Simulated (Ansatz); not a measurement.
Method: Ansatz, DFT PBE, scalar-relativistic, plane waves, PAW. Settings: cutoff 420 eV, Γ-centred meshes spaced at most about 0.3 Å⁻¹, and about 0.25 Å⁻¹ or finer for metals (2π included), Gaussian smearing. No spin polarisation.

These are static total energies at zero pressure.

Question: Order these relaxed structures of Mg2I by energy, lowest first, with the energy over the lowest of them.
A. Space group Fm-3m (No. 225), cubic, a = 7.636 Å. Mg is surrounded by 4 I at 3.31 Å and 6 Mg at 3.82 Å; around I lie 8 Mg at 3.31 Å.
B. Space group Pnnm (No. 58), orthorhombic, a = 6.472 Å, b = 8.399 Å, c = 3.809 Å. Mg has 1 Mg at 2.91 Å and 3 I at 3.17–3.24 Å; around I lie 6 Mg at 3.17–3.24 Å and 2 I at 3.81 Å.

Answer: B (0 meV/atom), A (247 meV/atom). Forms: B Pnnm; A anti-fluorite type, Fm-3m. Counting I atoms around Mg (those within 1.25 times the shortest such distance or 1.15 times the sum of covalent radii; the shortest distance is added where it is long for a bond): B has Mg 3; A has Mg 4 from 3.3 Å. Both come from invented guesses. The lowest form computed isn't among them: it has the anti-cadmium chloride type, space group R-3m (No. 166), 29.6 Å³/atom and lies 257 meV/atom below the best shown. Even the lowest of the cells shown lies +0.05 eV/atom against the elements.

Spin–orbit coupling, which can matter for I, is left out. In Fm-3m an odd number of electrons in the primitive cell allows no gap without spin; a larger cell or a magnetic state could open one. Cells relaxed within their symmetry can be saddle points. Some types were kept out of the candidates beforehand, so the set may lack a known form.
